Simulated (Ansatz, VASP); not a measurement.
## Two plane-wave programs on CdSe (Cadmoselite)

```
Cd Se
1.0
     4.28955    0.00000    0.00000
    -2.14478    3.71486    0.00000
     0.00000    0.00000    6.87646
Cd Se
2 2
Direct
  0.33333 0.66667 0.00270
  0.66667 0.33333 0.50270
  0.33333 0.66667 0.38230
  0.66667 0.33333 0.88230
```

Change from the starting cell: in-plane strain +0.01, out-of-plane length and atoms relaxed by PAW.

Alike in both runs: functional LDA; k mesh 6 × 6 × 4; no spin polarisation.

Ansatz relaxed the structure, and its values are those at the end. VASP's run is a single point on that final structure, the one shown.

|  | VASP | Ansatz |
| --- | --- | --- |
| version | VASP 6.6.1 | Ansatz 0.2.0 |
| potentials or method | VASP PAW LDA potentials, release 64 (Cd, Se) | PAW with Ansatz's default frozen-core files, scalar-relativistic |
| plane-wave cutoff (eV) | 520 | 420 |
| occupations | gaussian, width 0.01 eV | fixed |
| valence electrons in the cell | 36 | 72 |

```tsv
	VASP	Ansatz	Ansatz less VASP
pressure (GPa)	-0.1	-0.6	-0.47
```

The two sets of potentials don't hold the same shells in valence.
